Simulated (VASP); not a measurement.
**HfS2: equation of state with PBE**

The system is HfS2.

```
Hf S
1.0
     3.63966    0.00000    0.00000
    -1.81983    3.15204    0.00000
     0.00000    0.00000    6.05556
Hf S
1 2
Cartesian
  0.0000 0.0000 0.0000
  0.0000 2.1014 1.4294
  1.8198 1.0507 4.6262
```

The cell is a database's computed one.

```json
{"Program": "VASP 6.6.1", "Task": "equation of state", "Functional": "PBE", "Potentials or basis": "VASP PAW PBE potentials, release 64 (Hf_pv, S)", "Cutoff": "520 eV", "k mesh": "8 × 8 × 5", "Occupations": "fermi-dirac, width 0.05 eV", "Spin": "no spin polarisation", "Further INCAR settings": "ALGO = Normal; EDIFF = 1e-07; NBANDS = 18"}
```

```json
{"Equilibrium volume": "23.49 Å³/atom", "Bulk modulus at fixed shape and positions": "92 GPa", "Pressure derivative of the bulk modulus": "4.1"}
```

Energy against volume, from the lowest point:
| volume (Å³/atom) | energy (meV/atom) |
| --- | --- |
| 21.768 | 40.94 |
| 22.231 | 20.98 |
| 22.694 | 7.93 |
| 23.157 | 1.14 |
| 23.620 | 0.00 |
| 24.084 | 3.99 |
| 24.547 | 12.60 |

All runs of the series together: 4.6 min on 1 thread of Intel(R) Xeon(R) Platinum 8559C (Emerald Rapids) (shared host).

Caveat: the cell was scaled at fixed shape and fractional positions, which overstates the stiffness of a crystal with free parameters, most of all of layers and chains; this functional lacks dispersion, which binds the layers, so the pressure and a relaxed spacing across them are unreliable. Spin-orbit coupling is left out, which matters for the levels of Hf.
